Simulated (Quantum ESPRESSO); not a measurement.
PbS (Galena):

```
Pb S
1.0
     0.00000    2.96575    2.96575
     2.96575    0.00000    2.96575
     2.96575    2.96575    0.00000
Pb S
1 1
Direct
  0.00000 0.00000 0.00000
  0.50000 0.50000 0.50000
```

Base run:

```yaml
Program: Quantum ESPRESSO 7.5
Functional: BLYP
Potentials_or_basis: PseudoDojo 0.4.1 SR PBE standard
Cutoff: 762 eV
Density_cutoff: 3048 eV
k_mesh: 8 × 8 × 8, shifted
Occupations: fermi-dirac, width 0.05 eV
Spin: no spin polarisation
```

Its results: pressure 6.1 GPa; electronic dielectric tensor (diagonal) 15.72.

The run is repeated on the same cell with these changes: functional from BLYP to PBE. What comes out?

Pressure 2.3 GPa; electronic dielectric tensor (diagonal) 16.33.

PBE binds more tightly than BLYP, so the same cell stands under less pressure.

Caveats: the potentials were made for another functional, which shifts forces and pressure (some runs); the cell is more than 3 GPa from zero pressure, which shifts response properties (some runs).

Not every run made on this cell is shown here.
